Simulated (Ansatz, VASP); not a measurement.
**Two plane-wave programs on Al3GaN4**

Contents of INCAR:

```
SYSTEM = Al3GaN4
  PREC = Accurate
  ENCUT = 520
  EDIFF = 1E-7
  ISMEAR = 0
  SIGMA = 0.05
  LREAL = .False.
  LASPH = .True.
  NELM = 100
  ALGO = Normal
  ISIF = 2
  LWAVE = .False.
  LCHARG = .False.
  GGA = PS
  NBANDS = 31
```

Contents of KPOINTS:

```
Automatic mesh
0
Gamma
  6 6 6
  0 0 0
```

Contents of POSCAR:

```
Al3GaN4
1.0
    4.4069948406      0.0000000000      0.0000000000
    0.0000000000      4.4069948406      0.0000000000
    0.0000000000      0.0000000000      4.4069948406
Al Ga N
3 1 4
Direct
    0.5000000000      0.5000000000      0.0000000000
    0.5000000000      0.0000000000      0.5000000000
    0.0000000000      0.5000000000      0.5000000000
    0.0000000000      0.0000000000      0.0000000000
    0.7447077166      0.7447077166      0.2552922834
    0.7447077166      0.2552922834      0.7447077166
    0.2552922834      0.7447077166      0.7447077166
    0.2552922834      0.2552922834      0.2552922834
```

Input for Ansatz:

```yaml
crystal:
  lattice:
    - [4.4069948406, 0.0, 0.0]
    - [0.0, 4.4069948406, 0.0]
    - [0.0, 0.0, 4.4069948406]
  atoms:
    - { symbol: Al, position: [0.5, 0.5, 0.0] }
    - { symbol: Al, position: [0.5, 0.0, 0.5] }
    - { symbol: Al, position: [0.0, 0.5, 0.5] }
    - { symbol: Ga, position: [0.0, 0.0, 0.0] }
    - { symbol: "N", position: [0.7447077166, 0.7447077166, 0.2552922834] }
    - { symbol: "N", position: [0.7447077166, 0.2552922834, 0.7447077166] }
    - { symbol: "N", position: [0.2552922834, 0.7447077166, 0.7447077166] }
    - { symbol: "N", position: [0.2552922834, 0.2552922834, 0.2552922834] }
basis:
  ecutwfc: 420
kpoints:
  mp_grid: { grid: [6, 6, 6] }
hamiltonian:
  xc: pbesol
scf:
  occupations: { method: gaussian, width: 0.05 }
output:
  forces: true
  stress: true
  eigenvalues: true
```

The cell comes from a database or a generator and needn't be the stable form of this composition.

Alike in both runs: task single point; functional PBEsol; k mesh 6 × 6 × 6; occupations gaussian, width 0.05 eV; no spin polarisation.

|  | VASP | Ansatz |
| --- | --- | --- |
| version | VASP 6.6.1 | Ansatz 0.2.0 |
| potentials or method | VASP PAW PBE potentials, release 64 (Al, Ga_d, N) | scalar-relativistic, plane waves, PAW |
| plane-wave cutoff (eV) | 520 | 420 |
| valence electrons in the cell | 42 | 42 |

```tsv
	VASP	Ansatz	Ansatz less VASP
gap on the k mesh at the Fermi level (eV)	3.32	3.32	+0.005
least direct gap on the mesh (eV)	3.32	3.32	+0.005
pressure (GPa)	0.0	0.0	+0.06
rms of the force components (eV/Å)	0.003	0.000	-0.0032
```

Atom by atom the forces differ by 0.003 eV/Å (rms over components). With one functional, cell and mesh, what is left measures potentials, basis and numerics.

Caveats: the PAW data sets were made with another functional, which shifts forces and pressure a little (VASP). A hybrid or GW would open this gap; PBEsol tends to underestimate it. A k mesh can miss the band edges.
